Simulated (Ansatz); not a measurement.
**SnS (Pnma): equation of state with a fit**

Where is the equilibrium volume of SnS (Pnma), and how stiff is it? Aim: an equation of state with a fit, for SnS (Pnma), run from a script.

Program: Ansatz 0.2.0 through its Python package. Level of theory: DFT LDA, plane waves, PAW. These are calculated values, not measurements.

### 1 The structure

The structure is orthorhombic, space group Pnma (No. 62). The conventional cell has a = 11.200 Å, b = 3.987 Å, c = 4.334 Å, α = 90.00°, β = 90.00°, γ = 90.00°. Sn (site symmetry m) is surrounded by 3 S at 2.63 to 2.67 Å. S (site symmetry m) is surrounded by 3 Sn at 2.63 to 2.67 Å.

The script holds or builds the structure itself.

### 2 Script

File run_eos.py:

```python
import logging
import sys

import ansatz as az
import numpy as np
from scipy.optimize import curve_fit

logging.basicConfig(stream=sys.stdout, format="%(name)s: %(message)s")
logger = logging.getLogger("sns")
logger.setLevel(logging.INFO)

VECTORS = np.array([
    [11.2, 0.0, 0.0],
    [0.0, 3.987, 0.0],
    [0.0, 0.0, 4.334],
])
SITES = [
    ("Sn", [0.1194, 0.25, 0.1198]),
    ("Sn", [0.3806, 0.75, 0.6198]),
    ("Sn", [0.6194, 0.25, 0.3802]),
    ("Sn", [0.8806, 0.75, 0.8802]),
    ("S", [0.8508, 0.25, 0.4793]),
    ("S", [0.6492, 0.75, 0.9793]),
    ("S", [0.3508, 0.25, 0.0207]),
    ("S", [0.1492, 0.75, 0.5207]),
]


def build(cell):
    crystal = az.Crystal(lattice=az.Lattice.of(cell))
    for symbol, position in SITES:
        crystal = crystal.atom(symbol, position)
    return crystal

def vinet(v, e0, v0, b0, b1):
    eta = (v / v0) ** (1 / 3)
    return e0 + 2 * b0 * v0 / (b1 - 1) ** 2 * (2 - (5 + 3 * b1 * (eta - 1) - 3 * eta) * np.exp(-1.5 * (b1 - 1) * (eta - 1)))

volumes, energies, pressures = [], [], []
for scale in np.linspace(0.92, 1.08, 7):
    cell = VECTORS * scale ** (1 / 3)
    job = (
        build(cell).calculation()
        .functional(az.Functional.LDA)
        .basis(420)
        .occupations("methfessel_paxton")
        .kpoints(2, 5, 5)
        .stress()
    )
    report = job.run(threads=1, backend="cpu").report
    volumes.append(abs(np.linalg.det(cell)) / len(SITES))
    energies.append(report["free_energy_ev"] / len(SITES))
    pressures.append(np.trace(report["stress_gpa"]) / 3)
    logger.info(f"V = {volumes[-1]:8.4f} A^3/atom  F = {energies[-1]:.5f} eV/atom  P = {pressures[-1]:8.3f} GPa")

guess = (min(energies), volumes[int(np.argmin(energies))], 0.5, 4.5)
(e0, v0, b0, b1), _ = curve_fit(vinet, np.array(volumes), np.array(energies), p0=guess, maxfev=20000)
logger.info(f"Vinet fit: V0 = {v0:.4f} A^3/atom, B0 = {160.21766 * b0:.1f} GPa, B1 = {b1:.2f}")
print("largest residual", round(1000 * float(np.abs(vinet(np.array(volumes), e0, v0, b0, b1) - energies).max()), 3), "meV/atom")
```

### 3 Running it

Started as:

```console
$ python run_eos.py
```

What it wrote:

```text
sns: V =  22.2562 A^3/atom  F = -3374.99898 eV/atom  P =    3.209 GPa
sns: V =  22.9013 A^3/atom  F = -3375.00750 eV/atom  P =    1.074 GPa
sns: V =  23.5464 A^3/atom  F = -3375.00802 eV/atom  P =   -0.769 GPa
sns: V =  24.1915 A^3/atom  F = -3375.00164 eV/atom  P =   -2.359 GPa
sns: V =  24.8366 A^3/atom  F = -3374.98932 eV/atom  P =   -3.730 GPa
sns: V =  25.4817 A^3/atom  F = -3374.97185 eV/atom  P =   -4.913 GPa
sns: V =  26.1268 A^3/atom  F = -3374.94997 eV/atom  P =   -5.933 GPa
sns: Vinet fit: V0 = 23.2659 A^3/atom, B0 = 65.7 GPa, B1 = 4.27
largest residual 0.004 meV/atom
```

It took 71 s on 1 thread of Arm Neoverse V1, shared host; peak memory 0.57 GiB.

Lines on the test bed's own set-up are left out of the output.

### 4 What each run gave

One row for each of the 7 runs:

```
run  volume (Å³/atom)  energy from run 3 (meV/atom)  pressure (GPa)  SCF cycles  CPU time (s)
  1            22.256                          9.04            3.21           6             9
  2            22.901                          0.52            1.07           6           9.1
  3            23.546                          0.00           -0.77           6           9.9
  4            24.192                          6.37           -2.36           6           9.2
  5            24.837                         18.70           -3.73           7            11
  6            25.482                         36.16           -4.91           7            11
  7            26.127                         58.05           -5.93           7            10
```

### 5 What came out

| quantity | value |
| --- | --- |
| runs compared | 7 |
| range of energy | 58.05 meV/atom |
| lowest point, volume (Å³/atom) | 23.546 |
| equilibrium volume (fit) | 23.27 Å³/atom |
| bulk modulus (fit) | 66 GPa |

In words: A third-order Birch-Murnaghan fit through the 7 points (the script's own form differs a little) has its minimum at 23.27 Å³ an atom, 3.8 % below the typed cell, with a bulk modulus of 66 GPa and dB/dP = 4.3. From that minimum the energy rises by 9.7 meV an atom on the compressed side and 58.7 meV on the expanded side. Caveats:
- Shape and fractional positions are held along the curve, so the bulk modulus is an upper value where they are free to relax, by a factor of two or more in layered or hydrogen-bonded cells.
- Pressure is positive in compression.
